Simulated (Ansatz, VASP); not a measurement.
## One calculation of Pb, two programs

```
Pb
1.0
     5.56171    0.00000    0.00000
    -2.78085    4.81658    0.00000
     0.00000    0.00000    3.37869
Pb
3
Cartesian
  2.7809 4.8166 0.0000
  0.0000 3.2111 1.6893
  2.7809 1.6055 1.6893
```

Alike in both runs: functional PBEsol; k mesh 7 × 7 × 9; occupations fermi-dirac, width 0.1 eV; no spin polarisation.

Ansatz relaxed the structure, and its values are those at the end. VASP's run is a single point on that final structure, the one shown.

|  | VASP | Ansatz |
| --- | --- | --- |
| version | VASP 6.6.1 | Ansatz 0.2.0 |
| potentials or method | VASP PAW PBE potentials, release 64 (Pb_d) | plane waves (420 eV) with PAW, scalar-relativistic |
| plane-wave cutoff (eV) | 520 | 420 |
| valence electrons in the cell | 42 | 42 |

```csv
,VASP,Ansatz,Ansatz less VASP
pressure (GPa),-0.1,0.0,+0.08
```

With one functional, cell and mesh, what is left measures potentials, basis and numerics. Ansatz warned: «pseudo_functional_mismatch».

Caveats: the PAW data sets were made with another functional, which shifts forces and pressure a little (VASP). Spin-orbit coupling is left out, which matters for the levels of Pb.
